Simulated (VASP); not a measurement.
Set up this calculation in VASP 6.6.1, as the native input.

* Task: single point
* Functional: LDA
* Potentials or basis: VASP PAW LDA potentials, release 64 (Si, C)
* Cutoff: 450 eV
* k mesh: 2 × 3 × 3
* Occupations: gaussian, width 0.03 eV
* Spin: collinear spin, ferromagnetic start
* Starting moments: [0.75, 0.75, 0.75, 0.0, 0.75, 0.0, 0.0, 0.0, 0.0, 0.0, 0.0, 0.0, 0.0, 0.0, 0.0, 0.0, 0.0, 0.0, 0.0, 0.0, 0.0, 0.0, 0.0] μB
* Fixed moment: 3 μB
* Dq: 1
* Further INCAR settings: LREAL = Auto; ALGO = Normal; EDIFF = 1e-05; NBANDS = 67; ISYM = 0; NELECT = 91.0

The structure of Si12C11 (a cell with a defect) lies in POSCAR:

```
Si12C11                                 
1.0
    0.0000000000      6.5370000000      6.5370000000
    4.3580000000      0.0000000000      4.3580000000
    4.3580000000      4.3580000000      0.0000000000
  Si              C             
    12    11
Direct
     0.0017990918627061    0.0018773574579916    0.9994365418183515
     0.9981027245549593    0.0053925099606983    0.4970146164520678
     0.9987297159206194    0.4977875240226051    0.0031297528214162
     0.9992741857748999    0.5020622464261663    0.4995524309055208
     0.3286703565331477    0.0030346075704642    0.9989390030208382
     0.3316421649909945    0.0034524318914372    0.4985578761504822
     0.3317865426292179    0.5014641321735448    0.0004753592175871
     0.3315318153469993    0.5026365621988315    0.4989353932258861
     0.6662345890533837    0.0015831980604618    0.9994994287576118
     0.6654330524209754    0.0030016915014399    0.4999543840560621
     0.6654888621368094    0.5024556511677367    0.0002256518329011
     0.6653796664528595    0.5019922476489574    0.4993657809263254
     0.0838229497581973    0.1283906060325823    0.6228654448698004
     0.0838759272180467    0.6252693998941484    0.1256915701889347
     0.0828851610951662    0.6266562764201560    0.6240174588421560
     0.4159951943256864    0.1268339707444072    0.1240803979949582
     0.4170681975943304    0.1274864083467830    0.6216104935301203
     0.4169728671002999    0.6256541141134876    0.1237431337291734
     0.4162333820218707    0.6270469591735247    0.6239745756523822
     0.7518459310420176    0.1266338813185318    0.1241913485054456
     0.7484699681790494    0.1274389011613754    0.6251921249400201
     0.7487279317912289    0.6272372928816995    0.1248286804981470
     0.7499087221965469    0.6267560298329863    0.6240485520638188
```

These files were run (other wordings do the same):

INCAR

```
PREC = Accurate
ENCUT = 450
EDIFF = 1E-5
ISMEAR = 0
SIGMA = 0.03
LREAL = Auto
LASPH = T
NELM = 120
ALGO = Normal
ISIF = 2
LWAVE = F
LCHARG = F
ISPIN = 2
MAGMOM = 0.75 0.75 0.75 0 0.75 0 0 0 0 0 0 0 0 0 0 0 0 0 0 0 0 0 0
LORBIT = 11
NUPDOWN = 3
NBANDS = 67
NELECT = 91.0
ISYM = 0
KPAR = 4
```

KPOINTS

```
regular mesh
0
Gamma
  2 3 3
```

Potentials or basis: VASP PAW LDA potentials, release 64 (Si, C).

The run is started by

```console
$ cat potpaw_LDA.64/Si/POTCAR potpaw_LDA.64/C/POTCAR > POTCAR
$ mpirun -np 4 vasp_std > vasp.out
```

It gave:

* Largest force: 0.186 eV/Å
* Net moment: 3.00 μB per cell
* Site moments: Si +0.11, +0.13, +0.12, +0.01, +0.14, +0.03; C +0.05, +0.06, +0.08, +0.07 μB
* Valence electrons inside the program's atomic spheres: Si 1.62, 1.68, 1.67; C 2.51, 2.50, 2.52

Caveat: the k mesh is coarse (spacing up to 0.42 Å⁻¹), so the values aren't converged; the total moment is fixed, so each spin has its own Fermi level.

Run time: 4.7 min on 4 MPI ranks on AMD EPYC 7R13 Processor (Zen 3) (shared host), peak memory 0.42 GiB a rank.
